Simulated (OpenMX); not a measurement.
The system is CsSnI3.

```
CELL_PARAMETERS angstrom
6.20570 0.00000 0.00000
0.00000 6.20570 0.00000
0.00000 0.00000 6.20570
ATOMIC_POSITIONS crystal
Cs 0.00000 0.00000 0.00000
I 0.50000 0.50000 0.00000
I 0.50000 0.00000 0.50000
I 0.00000 0.50000 0.50000
Sn 0.50000 0.50000 0.50000
```

* Program: OpenMX 3.8.5
* Task: single point
* Functional: PBE
* Potentials or basis: OpenMX 2013 PBE set, Cs12.0-s3p2d2, I7.0-s3p2d2f1, Sn7.0-s3p2d2, grid cutoff 500 Ry
* k mesh: 5 × 5 × 5
* Occupations: fermi-dirac, width 0.05 eV
* Spin: no spin polarisation

On this cell: pressure 0.6 GPa; largest force zero by symmetry; band gap on the k mesh 0.92 eV, indirect (least direct gap 1.68 eV).

The same run follows on a disturbed copy (atoms moved at random, drawn with an rms of 0.05 Å):

```
Cs I Sn
1.0
     6.20570    0.00000    0.00000
     0.00000    6.20570    0.00000
     0.00000    0.00000    6.20570
Cs I Sn
1 3 1
Direct
  0.99540 0.99366 0.99756
  0.50557 0.49643 0.00787
  0.49834 0.99677 0.49596
  0.01305 0.50280 0.49803
  0.49958 0.50147 0.49721
```

Problem. What changes?

Solution. The energy moves by +2.1 meV/atom; pressure 0.7 GPa; largest force 0.154 eV/Å; band gap on the k mesh 1.08 eV, indirect (least direct gap 1.65 eV).

Forces in eV/Å, atoms in the order of the input:
```
Cs   0.006  0.004  0.002
I    0.024 -0.003 -0.127
I    0.037  0.042  0.032
I   -0.151 -0.016  0.028
Sn   0.082 -0.020  0.067
```

Caveats: spin-orbit coupling is left out, which moves the levels of the heavy elements; an odd mesh through Γ misses points on the zone boundary, where band edges often lie; the cell was measured hot, at 500 K; the basis of atomic orbitals isn't converged, which shifts pressures, moduli and gaps.
